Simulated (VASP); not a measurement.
Crystal: Eu.

```
CELL_PARAMETERS angstrom
-2.30300 2.30300 2.30300
2.30300 -2.30300 2.30300
2.30300 2.30300 -2.30300
ATOMIC_POSITIONS crystal
Eu 0.00000 0.00000 0.00000
```

* Program: VASP 6.6.1
* Task: relaxation of cell and atoms
* Functional: revPBE
* Dispersion: D3
* Potentials or basis: VASP PAW PBE potentials, release 64 (Eu_2), 4f in core
* Cutoff: 600 eV
* k mesh: 8 × 8 × 8
* Occupations: gaussian, width 0.1 eV
* Spin: collinear spin, ferromagnetic start
* Starting moments: [7.0] μB
* Hubbard terms: Eu f U = 6 eV, J = 0.5 eV

At the start: pressure -0.5 GPa; volume 48.86 Å³/atom.

**Question.** How do energy, volume and symmetry change on relaxing?

**Answer.** Over 5 steps the energy falls by 4.7 meV/atom and the volume is 45.92 Å³/atom (-6.0 %); space group Im-3m (No. 229, to 0.05 Å); moment 0.00 μB per cell.

The path:
| step | energy change (eV) | largest force (eV/Å) | pressure (GPa) | volume (Å³) |
| --- | --- | --- | --- | --- |
| 1 | 0.0000 | 0.0000 | -0.50 | 48.86 |
| 2 | -0.0027 | 0.0000 | -0.30 | 47.80 |
| 3 | -0.0042 | 0.0000 | -0.14 | 46.81 |
| 4 | -0.0042 | 0.0000 | 0.18 | 44.88 |
| 5 | -0.0047 | 0.0000 | -0.02 | 45.92 |

Final structure:
```xyz
1
Lattice="-2.2559 2.2559 2.2559 2.2559 -2.2559 2.2559 2.2559 2.2559 -2.2559" Properties=species:S:1:pos:R:3 pbc="T T T"
Eu    0.0000    0.0000    0.0000
```

Caveat: U is put on an f shell that these potentials keep in the core, so it has next to no effect; the PAW data sets were made with another functional, which shifts forces and pressure a little; pairwise dispersion overbinds metals, which lowers pressure and volume.
